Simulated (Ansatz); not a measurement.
**Ionic part of the dielectric constant of WS₂ at 7 GPa, mode by mode**

Computed with DFT PBEsol, scalar-relativistic, plane waves, PAW in Ansatz 0.2.0. Cutoff 420 eV, 12×12×12 k-points (Γ-centred), fixed occupations. No spin polarisation. Phonons by linear response, acoustic sum rule imposed.

It takes space group R3m (No. 160, trigonal). The conventional cell has a = 3.103 Å, b = 3.103 Å, c = 17.183 Å, α = 90.00°, β = 90.00°, γ = 120.00°. Around W (site symmetry 3m) lie 6 S at 2.38 Å. S (site symmetry 3m) is surrounded by 3 W at 2.38 Å. S (site symmetry 3m) has 3 W at 2.38 Å as nearest neighbours.

The crystal is built of layers and no dispersion correction was added, so the binding between them is poorly described, and with it their spacing and whatever depends on it. Spin–orbit coupling is left out, which matters for heavy elements. Other phases may be more stable at this pressure. The bands were filled as in an insulator; under compression the gap may have closed between mesh points.

The primitive cell has V = 47.75 Å³ and ε∞,yy = 15.330. Each polar mode adds Δε = (4.92064×10⁷/V)·S/ν² along y, with S its oscillator strength in e²/amu, ν in cm⁻¹ and V in Å³.

**Question.** From these modes, find each Δε and ε0,yy.
```json
{"ν (cm⁻¹)": "362.6", "S_yy (e²/amu)": "0.00999"}
```

**Answer.**
```
ν (cm⁻¹)    Δε
   362.6  0.08
```

The sum is 0.078, so ε0,yy = 15.41; the run's tensor has 15.41.

**Question.** Where do the longitudinal modes lie for a wave vector along y?

**Answer.** At 364 cm⁻¹. The Lyddane–Sachs–Teller product Π(ν_LO/ν_TO)² = 1.01 matches ε0/ε∞ = 1.01.

This form isn't the usual stable structure of the compound at low pressure.

Cost: 1 run of about 6.7 core-minutes, on Intel Xeon 6975P-C (Granite Rapids) (shared hosts).